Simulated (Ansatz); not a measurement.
Runs of Ansatz 0.2.0 on TiO2. It takes space group R-3m (No. 166, trigonal). The conventional cell has a = 2.995 Å, b = 2.995 Å, c = 20.945 Å, α = 90.00°, β = 90.00°, γ = 120.00°. Ti (site symmetry -3m) is surrounded by 6 O at 1.98 Å. Around O (site symmetry 3m) lie 3 Ti at 1.98 Å. Measurements of this composition are mostly on another form, of space group No. 141.

```csv
task,level,cell,k mesh,share of exact exchange,target pressure (GPa),gap on the mesh (eV),pressure (GPa),largest force (eV/Å)
single point,r2SCAN0,as given,6 × 6 × 6,0.25,-,5.34,-6.5,0.93
relaxation of cell and atoms,r2SCAN,relaxed,10 × 10 × 10,-,0,3.01,0.0,-
relaxation of cell and atoms,r2SCAN,relaxed to 2 GPa,10 × 10 × 10,-,2,(a),2.0,-
single point,r2SCAN0 form with a typed share of exact exchange,as given,6 × 6 × 6,0,-,3.07,-3.4,0.44
single point,r2SCAN0 form with a typed share of exact exchange,as given,6 × 6 × 6,0.15,-,4.41,(b),0.74
relaxation of cell and atoms,r2SCAN,relaxed to 30 GPa,10 × 10 × 10,-,30,2.53,30.0,-
relaxation of cell and atoms,r2SCAN,relaxed to 5 GPa,10 × 10 × 10,-,5,(c),5.0,-
relaxation of cell and atoms,r2SCAN,relaxed to 20 GPa,10 × 10 × 10,-,20,2.60,20.0,-
```

Alike in all rows: potentials or basis Ansatz PAW; no spin polarisation; cutoff (eV) 500; smearing fermi-dirac 0.05 eV.

Problem. Estimate the missing entries.

Solution. (a) 2.89; (b) -5.3; (c) 2.81.

Caveats: the PAW data sets come from PBE, with cores solved anew for the run's functional, which leaves a small shift of forces and pressure; the plane-wave basis is chosen anew once the cell has moved, so the energies of steps on either side of that aren't comparable (some runs); the thresholds are loose for stress (some runs).

A k mesh can miss the band edges.
